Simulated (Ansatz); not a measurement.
# C: the cost of one run

Computed with Ansatz 0.2.0 (DFT PBEsol+D3(BJ), scalar-relativistic, plane waves, PAW, unless a step's input says otherwise).

2 further runs of the same task are left out: 1 that didn't finish, 1 set aside as unsound or not needed.

### 1 The system as given

Symmetry: R-3m, No. 166, trigonal system. Conventional cell: a = 2.460 Å, b = 2.460 Å, c = 33.450 Å, α = 90.00°, β = 90.00°, γ = 120.00°. Around C (site symmetry 3m) lie 3 C at 1.42 Å.

Structure file:

```
C
1.0
     1.23000    0.71014   11.15000
    -1.23000    0.71014   11.15000
     0.00000   -1.42028   11.15000
C
4
Direct
  0.05000 0.05000 0.05000
  0.95000 0.95000 0.95000
  0.28300 0.28300 0.28300
  0.71700 0.71700 0.71700
```

The structure comes from the Crystallography Open Database.

### 7 The grid

Gamma surface: rigid slide across a plane, one fault a cell; the plane is (0 0 1) of the conventional cell.

First coordinate, slide along a1: 6 values from 0.000 to 0.833, periodic. Second coordinate, slide along a2: 6 values from 0.000 to 0.833, periodic.

Nothing else is relaxed (rigid halves, spacing across the cut fixed). Energies count from the perfect crystal.

The two vectors of the plane (Å): (-1.229, -2.129, 0.000); (1.229, -2.129, 0.000).

(The set-up runs are not shown.)

### 8 The run at (4/6, 4/6) of the map's two axes

input.yaml

```yaml
crystal:
  lattice:
    - [-1.2289486572, -2.1286015142, 0.0]
    - [1.2289486572, -2.1286015142, 0.0]
    - [0.0, -2.8381353522, 20.4193683166]
  atoms:
    - { symbol: C, position: [0.3906441428, 0.3906441428, 0.9140337857] }
    - { symbol: C, position: [0.1684219206, 0.1684219206, 0.2473671191] }
    - { symbol: C, position: [0.2795330317, 0.2795330317, 0.5807004524] }
    - { symbol: C, position: [0.4982891905, 0.4982891905, 0.7525662143] }
    - { symbol: C, position: [0.2760669683, 0.2760669683, 0.0858995476] }
    - { symbol: C, position: [0.3871780794, 0.3871780794, 0.4192328809] }
    - { symbol: C, position: [0.9427506882, 0.9427506882, 0.0858739677] }
    - { symbol: C, position: [0.0538617993, 0.0538617993, 0.4192073011] }
    - { symbol: C, position: [0.1649729104, 0.1649729104, 0.7525406344] }
    - { symbol: C, position: [0.6128493118, 0.6128493118, 0.5807260323] }
    - { symbol: C, position: [-0.2760395771, -0.2760395771, 0.9140593656] }
    - { symbol: C, position: [0.5017382007, 0.5017382007, 0.2473926989] }
basis:
  ecutwfc: 520.0
kpoints:
  mp_grid: { grid: [15, 15, 2] }
hamiltonian:
  xc: pbesol
  pseudopotentials: { kind: paw, azcp: { folder: soft_1 } }
  dispersion: d3bj
scf:
  occupations: { method: gaussian, width: 0.03 }
output:
  forces: true
  stress: true
  eigenvalues: true
```

On the command line:

```bash
$ ansatz run input.yaml --threads 2 --pin off --max-ram 4096MiB --backend cpu --events-out ev --progress --plain --runs-dir out
```

What time and memory should one allow on 2 threads of Arm Neoverse N1, shared host?

About 65 s, with a peak of 0.71 GiB.
